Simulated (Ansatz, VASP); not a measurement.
## Ir: VASP beside Ansatz

```
CELL_PARAMETERS angstrom
0.00000 1.91436 1.91436
1.91436 0.00000 1.91436
1.91436 1.91436 0.00000
ATOMIC_POSITIONS crystal
Ir 0.00000 0.00000 0.00000
```

Alike in both runs: functional PBEsol; k mesh 12 × 12 × 12; no spin polarisation.

Ansatz relaxed the structure, and its values are those at the end. VASP's run is a single point on that final structure, the one shown.

|  | VASP | Ansatz |
| --- | --- | --- |
| version | VASP 6.6.1 | Ansatz 0.2.0 |
| potentials or method | VASP PAW PBE potentials, release 64 (Ir) | plane waves, PAW |
| plane-wave cutoff (eV) | 520 | 517 |
| occupations | methfessel-paxton of order 1, width 0.1 eV | cold, width 0.1 eV |
| valence electrons in the cell | 9 | 17 |

|  | VASP | Ansatz | Ansatz less VASP |
| --- | --- | --- | --- |
| pressure (GPa) | 1.0 | 0.0 | -1.02 |

The two sets of potentials don't hold the same shells in valence.

Caveats: the PAW data sets were made with another functional, which shifts forces and pressure a little (VASP). Spin-orbit coupling is left out, which matters for the levels of Ir.
